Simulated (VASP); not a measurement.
A calculation with VASP 6.6.1 of Te2Pt (Moncheite) (ASE script, structure from a POSCAR):

File run.py:

```python
from ase.calculators.vasp import Vasp
from ase.dft.bandgap import bandgap
from ase.io import read

atoms = read('POSCAR')
calc = Vasp(
    directory='calc',
    xc='pbe',
    pp='PBE',
    setups='materialsproject',
    prec='Accurate',
    encut=520,
    ediff=1e-07,
    ismear=0,
    sigma=0.02,
    lreal=False,
    lasph=True,
    nelm=80,
    algo='Fast',
    isif=2,
    lwave=False,
    lcharg=False,
    kpts=[8, 8, 5],
    gamma=True,
)
atoms.calc = calc

print('energy (eV):', atoms.get_potential_energy())
print('free energy (eV):', atoms.get_potential_energy(force_consistent=True))
print('forces (eV/A):')
print(atoms.get_forces())
print('stress (eV/A^3, Voigt):', atoms.get_stress())
print('Fermi level (eV):', calc.get_fermi_level())
gap, top, bottom = bandgap(calc)
print('band gap (eV):', gap, 'from (spin, k, band)', top, 'to', bottom)
```

File POSCAR:

```
Te2Pt
1.0
    4.0100000000      0.0000000000      0.0000000000
   -2.0050000000      3.4727618692      0.0000000000
    0.0000000000      0.0000000000      5.2010000000
Pt Te
1 2
Direct
    0.0000000000      0.0000000000      0.0000000000
    0.6666666667      0.3333333333      0.7500000000
    0.3333333333      0.6666666667      0.2500000000
```

Potentials or basis: VASP PAW PBE potentials, release 64 (Pt, Te).

Launch:

```sh
$ python run.py
```

Question: Write the same calculation in another form: native input, structure from a POSCAR.

Answer: As run:

INCAR

```
SYSTEM = Te2Pt
ALGO = Normal
EDIFF = 1E-6
ENCUT = 520
GGA = PE
ISIF = 2
ISMEAR = 0
LASPH = .True.
LCHARG = .True.
LELF = .True.
LREAL = .False.
LVHAR = .True.
LWAVE = .False.
NELM = 100
PREC = Accurate
SIGMA = 0.02
```

The input KPOINTS:

```
k-points
0
Gamma
  8 8 5
  0 0 0
```

The input POSCAR:

```
Te2Pt
1.0
    4.0100000000      0.0000000000      0.0000000000
   -2.0050000000      3.4727618692      0.0000000000
    0.0000000000      0.0000000000      5.2010000000
Pt Te
1 2
Cartesian
    0.0000000000      0.0000000000      0.0000000000
    2.0050000002      1.1575872896      3.9007500000
   -0.0000000002      2.3151745796      1.3002500000
```

Potentials or basis: VASP PAW PBE potentials, release 64 (Pt, Te).

Command:

```bash
$ cat potpaw_PBE.64/Pt/POTCAR potpaw_PBE.64/Te/POTCAR > POTCAR
$ mpirun -np 1 vasp_std > vasp.out
```

Both were run:

|  | ASE script, structure from a POSCAR | native input, structure from a POSCAR |
| --- | --- | --- |
| Pressure | 8.5 GPa | 8.6 GPa |
| Largest force | 0.963 eV/Å | 0.964 eV/Å |
| Band gap on the k mesh | none (metal or under the smearing width) | none (metal or under the smearing width) |

Keys that steer only the numerical path or the files written may differ.
